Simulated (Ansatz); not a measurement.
Below is a relaxed structure of MnSb. The cell was found from a structure generator's guess, not taken from experiment.

These are results of DFT PBE, scalar-relativistic, plane waves, PAW in Ansatz 0.2.0, not measurements. Cutoff 420 eV, Γ-centred mesh, Gaussian smearing, collinear spin.

```
Mn Sb
1.0
     0.00000    2.78941    2.78941
     2.78941    0.00000    2.78941
     2.78941    2.78941    0.00000
Mn Sb
1 1
Direct
  0.50000 0.50000 0.50000
  0.00000 0.00000 0.00000
```

Formation energies are uncorrected and refer to the elements' standard structures at the same level.

(1) What space group does it have?

(2) How far does it lie from the elements in energy?

(3) Is it a metal?

(4) Which magnetic moments does it keep?

Answers

(1) Fm-3m (No. 225), the rock salt type. Conventional cell: a = 5.579 Å. Mn has 6 Sb at 2.79 Å; around Sb lie 6 Mn at 2.79 Å.

(2) +0.17 eV/atom. The separate elements lie lower, so it is unstable against them.

(3) Yes, bands cross the Fermi level on the 21×21×21 mesh.

(4) 1.92 μB per atom net, the space between the atoms included; by site: Mn 3.8 μB.

The last run used collinear spin, a 21×21×21 mesh for its 2-atom cell and Gaussian smearing of 0.10 eV. Spin–orbit coupling, which can matter for Sb, is left out. The magnetic state reached may not be the lowest. Symmetry constrained the relaxation, so the result can be a saddle point.
